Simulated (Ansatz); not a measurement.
The following input was run with Ansatz 0.2.0.

```yaml
crystal:
  lattice:
    - [0.0, 11.6916584178, 3.0343041113]
    - [3.1260711035, 0.0, 3.0343041113]
    - [3.1260711035, 11.6916584178, 0.0]
  atoms:
    - { symbol: Pb, position: [0.197853782, 0.8213568217, 0.1786431783] }
    - { symbol: Pb, position: [0.8213568217, 0.197853782, 0.802146218] }
    - { symbol: Se, position: [0.6761807974, 0.270609599, 0.729390401] }
    - { symbol: Se, position: [0.270609599, 0.6761807974, 0.3238192026] }
basis:
  ecutwfc: 420
kpoints:
  mp_grid: { grid: [6, 6, 6] }
hamiltonian:
  xc: pbesol
scf:
  occupations: { method: gaussian, width: 0.02 }
output:
  forces: true
  stress: true
  eigenvalues: true
  populations: true
```

It can be run as
```bash
ansatz run input.yaml --threads 1 --pin off --backend cpu --events-out ev --progress --plain --runs-dir out  # memory cap (--max-ram) not shown
```

These are results of DFT PBEsol, scalar-relativistic, plane waves, PAW in Ansatz 0.2.0, not measurements.

Part of what the program printed, abridged (iterations and final results):

```
SCF iter   1: F=—  HF=-34359.549389 eV  |F-HF|=—  |Δ(HF+E_count)|=         —  Δρ=2.21e-3  dr2=2.03e-2  ethr=1.77e-3  ⟨swp⟩=9.5  Hψ=8247  notcnv=0
SCF iter   2: F=—  HF=-34359.546371 eV  |F-HF|=—  |Δ(HF+E_count)|=   3.02e-3  Δρ=8.95e-4  dr2=3.26e-3  ethr=3.38e-5  ⟨swp⟩=2.8  Hψ=2620  notcnv=0  defer=76
SCF iter   3: F=—  HF=-34359.545987 eV  |F-HF|=—  |Δ(HF+E_count)|=   3.84e-4  Δρ=3.81e-4  dr2=5.53e-4  ethr=5.44e-6  ⟨swp⟩=3.0  Hψ=2704  notcnv=0  defer=76
SCF iter   4: F=—  HF=-34359.545994 eV  |F-HF|=—  |Δ(HF+E_count)|=   6.77e-6  Δρ=1.21e-4  dr2=4.99e-5  ethr=9.22e-7  ⟨swp⟩=3.0  Hψ=3033  notcnv=0  defer=76
SCF iter   5: F=—  HF=-34359.545977 eV  |F-HF|=—  |Δ(HF+E_count)|=   1.72e-5  Δρ=3.55e-5  dr2=3.31e-6  ethr=8.31e-8  ⟨swp⟩=2.3  Hψ=2292  notcnv=0  defer=76
SCF iter   6: F=—  HF=-34359.545979 eV  |F-HF|=—  |Δ(HF+E_count)|=   2.26e-6  Δρ=9.83e-6  dr2=2.00e-7  ethr=5.51e-9  ⟨swp⟩=2.0  Hψ=2996  notcnv=0  defer=76
SCF iter   7: F=-34359.545980 eV  HF=-34359.545980 eV  |F-HF|=2.17e-8  |Δ(HF+E_count)|=   3.96e-7  Δρ=2.05e-6  dr2=7.61e-9  ethr=1.67e-10  ⟨swp⟩=10.9  Hψ=7462  notcnv=0
SCF 1 converged in 7 iterations: F = -34359.545980 eV  dr2 = 7.61e-9
SCF converged after 7 iterations
Free energy (F): -34359.545980 eV
Harris-Foulkes:  -34359.545980 eV  (|F-HF|=2.17e-8)
Internal energy: -34359.545980 eV  (E = F + TS)
E sigma→0 (E₀):  -34359.545980 eV
Fermi energy:    2.922186 eV
--- Per-component energies (eV) ---
  E_band       = -1234.046200
  E_kinetic    = 817.826738
  E_local      = -18774.074415  (includes V_loc(G=0)·N_el)
  E_nonlocal   = -481.745552
  E_hartree    = 8949.266231
  E_xc         = -646.255438
  E_vxc        = -463.401934  (∫ρ·V_xc dr)
  E_paw        = -24244.857284  (= ΣΔE_a)
  E_vpaw       = -231.178558  (= ΣTr[D̂ρ^β])
  E_aug_tail   = -0.001037  (compensation charges beyond the density's cutoff)
  E_ewald      = 18.153644
  E_core_change = 2.141134  (= ΣΔE_core)
  E_smearing   =  0.000000  (= −TS)
--- Forces (eV/Å), atoms counted from 1 ---
  atom   1  Pb     0.00000000    -1.47550226    -0.16433165
  atom   2  Pb     0.00000000     1.47550226    -0.16433165
  atom   3  Se     0.00000000    -1.70520704     0.16433058
  atom   4  Se     0.00000000     1.70520704     0.16433058
--- Stress (GPa, compression-positive) ---
       -1.035883       0.000000       0.000000
        0.000000       5.797239       0.000000
        0.000000       0.000000       1.514573
  P = ⅓ Tr σ = 2.0920 GPa (20.920 kbar)
--- Band table (eV; the first three rows and the last of 46) ---
  k-point 0: bands = ["-44.6523", "-44.6520", "-44.6454", "-44.6453", "-44.6432", "-44.6429", "-44.6232", "-44.6231", "-44.6218", "-44.6216", "-14.3408", "-14.1869", "-14.1365", "-14.1222", "-14.1197", "-14.1048", "-14.0916", "-14.0806", "-14.0587", "-14.0351", "-11.3423", "-9.4215", "-5.7223", "-3.5605", "-1.1728", "-0.9024", "-0.5296", "0.8089", "1.1101", "2.1252", "4.1509", "5.8792", "5.9363", "5.9795", "6.7999", "8.2204"]
  k-point 1: bands = ["-44.6522", "-44.6520", "-44.6454", "-44.6453", "-44.6432", "-44.6429", "-44.6232", "-44.6231", "-44.6218", "-44.6216", "-14.3268", "-14.1938", "-14.1309", "-14.1278", "-14.1147", "-14.1140", "-14.0890", "-14.0757", "-14.0618", "-14.0386", "-11.1893", "-9.4606", "-5.8931", "-4.0117", "-0.9981", "-0.6391", "-0.3534", "1.0449", "1.3480", "1.8911", "4.3692", "5.0064", "5.7963", "6.1068", "6.1734", "7.6475"]
  k-point 2: bands = ["-44.6522", "-44.6520", "-44.6454", "-44.6453", "-44.6431", "-44.6430", "-44.6232", "-44.6231", "-44.6218", "-44.6216", "-14.2924", "-14.2164", "-14.1375", "-14.1329", "-14.1144", "-14.1061", "-14.0843", "-14.0693", "-14.0656", "-14.0458", "-10.7639", "-9.6852", "-6.0459", "-4.9203", "-0.5105", "-0.0034", "0.1622", "1.2066", "1.3209", "1.8676", "3.7199", "4.8143", "4.9638", "5.2448", "6.1514", "6.6625"]
  k-point 45: bands = ["-44.6522", "-44.6520", "-44.6455", "-44.6453", "-44.6431", "-44.6429", "-44.6232", "-44.6231", "-44.6217", "-44.6216", "-14.3160", "-14.2990", "-14.1360", "-14.1270", "-14.1129", "-14.0916", "-14.0783", "-14.0731", "-14.0577", "-14.0376", "-9.9439", "-9.6722", "-5.3174", "-4.8545", "-2.3582", "-2.2420", "-0.6268", "-0.3949", "0.6245", "0.7663", "6.1098", "6.4073", "6.7265", "6.8909", "6.9981", "7.4012"]
--- Löwdin populations: 4 sites ---
  site symbol q [e]
     0     Pb     13.5833
     1     Pb     13.5833
     2     Se     16.3393
     3     Se     16.3393
  spilling = 0.002581 (of n_electrons = 60.000000)
```

The calculation finished and met its thresholds.

Spin–orbit coupling is left out, which can shift energies with elements as heavy as these. The cell holds layers, and where no dispersion correction was added their binding is poorly described.